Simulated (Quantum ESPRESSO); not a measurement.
# MgO in Quantum ESPRESSO: the effect of functional

The system is MgO.

```
Mg O
1.0
     0.00000    2.09700    2.09700
     2.09700    0.00000    2.09700
     2.09700    2.09700    0.00000
Mg O
1 1
Direct
  0.00000 0.00000 0.00000
  0.50000 0.50000 0.50000
```

The cell is a database's computed one.

Alike in all runs:

```yaml
Program: Quantum ESPRESSO 7.5
Task: phonon dispersion
Cutoff: 612 eV
Density_cutoff: 4898 eV
k_mesh: 4 × 4 × 4, shifted
Occupations: fermi-dirac, width 0.05 eV
Spin: no spin polarisation
```

Each run relaxes the cell or the atoms first.

```tsv
functional	potentials or basis	relaxed volume (Å³/atom)	dielectric constant (mean)	highest phonon frequency (cm⁻¹)
LDA	GBRV 1.5 LDA	9.01	3.19	716
PBE	GBRV 1.5 PBE	9.63	3.24	680
PBEsol	GBRV 1.5 PBEsol	?	?	?
```

What does the run with functional PBEsol give?

Relaxed volume 9.36 Å³/atom; dielectric constant 3.24 mean; highest phonon frequency 693 cm⁻¹.

Caveats: all runs use coarse meshes.
